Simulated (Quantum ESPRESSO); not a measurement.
Input of a Quantum ESPRESSO 7.5 run:

File pw.in:

```
&CONTROL
  calculation = 'scf'
  prefix = 'pwscf'
  outdir = './tmp'
  pseudo_dir = './pseudo'
  tprnfor = .true.
  tstress = .true.
  disk_io = 'low'
/
&SYSTEM
  ibrav = 0
  A = 2.52206604
  nat = 2
  ntyp = 1
  ecutwfc = 82
  nbnd = 9
  occupations = 'smearing'
  smearing = 'fd'
  degauss = 0.00367493
/
&ELECTRONS
  conv_thr = 4d-10
  electron_maxstep = 120
  mixing_beta = 0.5
/
ATOMIC_SPECIES
C     12.0110 C.upf
CELL_PARAMETERS alat
   0.0000000000    0.7071067814    0.7071067814
   0.7071067814    0.0000000000    0.7071067814
   0.7071067814    0.7071067814    0.0000000000
ATOMIC_POSITIONS alat
C      1.0606601721    1.0606601721    1.0606601721
C      0.7071067814    0.7071067814    0.7071067814
K_POINTS automatic
13 13 13 0 0 0
```

bands.in

```
&CONTROL
  calculation = 'bands'
  prefix = 'pwscf'
  outdir = './tmp'
  pseudo_dir = './pseudo'
  disk_io = 'low'
  verbosity = 'high'
/
&SYSTEM
  ibrav = 0
  A = 2.52206604
  nat = 2
  ntyp = 1
  ecutwfc = 82
  nbnd = 9
  occupations = 'smearing'
  smearing = 'fd'
  degauss = 0.00367493
/
&ELECTRONS
  conv_thr = 1d-08
  electron_maxstep = 120
  mixing_beta = 0.5
  diago_full_acc = .true.
/
ATOMIC_SPECIES
C     12.0110 C.upf
CELL_PARAMETERS alat
   0.0000000000    0.7071067814    0.7071067814
   0.7071067814    0.0000000000    0.7071067814
   0.7071067814    0.7071067814    0.0000000000
ATOMIC_POSITIONS alat
C      1.0606601721    1.0606601721    1.0606601721
C      0.7071067814    0.7071067814    0.7071067814
K_POINTS crystal
60
 0.0000000000  0.0000000000  0.0000000000 1
 0.0625000000  0.0000000000  0.0625000000 1
 0.1250000000  0.0000000000  0.1250000000 1
 0.1875000000  0.0000000000  0.1875000000 1
 0.2500000000  0.0000000000  0.2500000000 1
 0.3125000000  0.0000000000  0.3125000000 1
 0.3750000000  0.0000000000  0.3750000000 1
 0.4375000000  0.0000000000  0.4375000000 1
 0.5000000000  0.0000000000  0.5000000000 1
 0.5000000000  0.0625000000  0.5625000000 1
 0.5000000000  0.1250000000  0.6250000000 1
 0.5000000000  0.1875000000  0.6875000000 1
 0.5000000000  0.2500000000  0.7500000000 1
 0.4375000000  0.3125000000  0.7500000000 1
 0.3750000000  0.3750000000  0.7500000000 1
 0.3375000000  0.3375000000  0.6750000000 1
 0.3000000000  0.3000000000  0.6000000000 1
 0.2625000000  0.2625000000  0.5250000000 1
 0.2250000000  0.2250000000  0.4500000000 1
 0.1875000000  0.1875000000  0.3750000000 1
 0.1500000000  0.1500000000  0.3000000000 1
 0.1125000000  0.1125000000  0.2250000000 1
 0.0750000000  0.0750000000  0.1500000000 1
 0.0375000000  0.0375000000  0.0750000000 1
 0.0000000000  0.0000000000  0.0000000000 1
 0.0625000000  0.0625000000  0.0625000000 1
 0.1250000000  0.1250000000  0.1250000000 1
 0.1875000000  0.1875000000  0.1875000000 1
 0.2500000000  0.2500000000  0.2500000000 1
 0.3125000000  0.3125000000  0.3125000000 1
 0.3750000000  0.3750000000  0.3750000000 1
 0.4375000000  0.4375000000  0.4375000000 1
 0.5000000000  0.5000000000  0.5000000000 1
 0.5250000000  0.4500000000  0.5250000000 1
 0.5500000000  0.4000000000  0.5500000000 1
 0.5750000000  0.3500000000  0.5750000000 1
 0.6000000000  0.3000000000  0.6000000000 1
 0.6250000000  0.2500000000  0.6250000000 1
 0.5833333333  0.2500000000  0.6666666667 1
 0.5416666667  0.2500000000  0.7083333333 1
 0.5000000000  0.2500000000  0.7500000000 1
 0.5000000000  0.2857142857  0.7142857143 1
 0.5000000000  0.3214285714  0.6785714286 1
 0.5000000000  0.3571428571  0.6428571429 1
 0.5000000000  0.3928571429  0.6071428571 1
 0.5000000000  0.4285714286  0.5714285714 1
 0.5000000000  0.4642857143  0.5357142857 1
 0.5000000000  0.5000000000  0.5000000000 1
 0.4821428571  0.4821428571  0.5357142857 1
 0.4642857143  0.4642857143  0.5714285714 1
 0.4464285714  0.4464285714  0.6071428571 1
 0.4285714286  0.4285714286  0.6428571429 1
 0.4107142857  0.4107142857  0.6785714286 1
 0.3928571429  0.3928571429  0.7142857143 1
 0.3750000000  0.3750000000  0.7500000000 1
 0.6250000000  0.2500000000  0.6250000000 1
 0.5937500000  0.1875000000  0.5937500000 1
 0.5625000000  0.1250000000  0.5625000000 1
 0.5312500000  0.0625000000  0.5312500000 1
 0.5000000000  0.0000000000  0.5000000000 1
```

Potentials or basis: PseudoDojo 0.4.1 SR PBE standard.

Command:

```bash
$ OMP_NUM_THREADS=1 pw.x -in pw.in > pw.out
$ OMP_NUM_THREADS=1 pw.x -in bands.in > bands.out
```

Question: What does it give for the band gap on the k mesh?

Answer: 4.20 eV, indirect (least direct gap 5.62 eV).

Question: Predict the pressure.

Answer: 1.8 GPa.

Question: What does it give for the band gap along the path?

Answer: 4.19 eV, indirect (least direct gap 5.62 eV).

Levels at the corners of the path, in eV from the valence-band top:
```
point  band 2  band 3  band 4  band 5  band 6  band 7
    Γ    0.00    0.00    0.00    5.62    5.62    5.62
    X  -12.78   -6.32   -6.32    4.83    4.83   16.81
    W  -11.99   -8.33   -8.33   10.68   10.68   12.35
    K  -11.74   -9.33   -5.38    5.74   10.80   14.39
    Γ    0.00    0.00    0.00    5.62    5.62    5.62
    L  -13.39   -2.81   -2.81    8.52    8.52    8.90
    U  -11.74   -9.33   -5.38    5.74   10.80   14.39
    W  -11.99   -8.33   -8.33   10.68   10.68   12.35
    L  -13.39   -2.81   -2.81    8.52    8.52    8.90
    K  -11.74   -9.33   -5.38    5.74   10.80   14.39
    U  -11.74   -9.33   -5.38    5.74   10.80   14.39
    X  -12.78   -6.32   -6.32    4.83    4.83   16.81
```
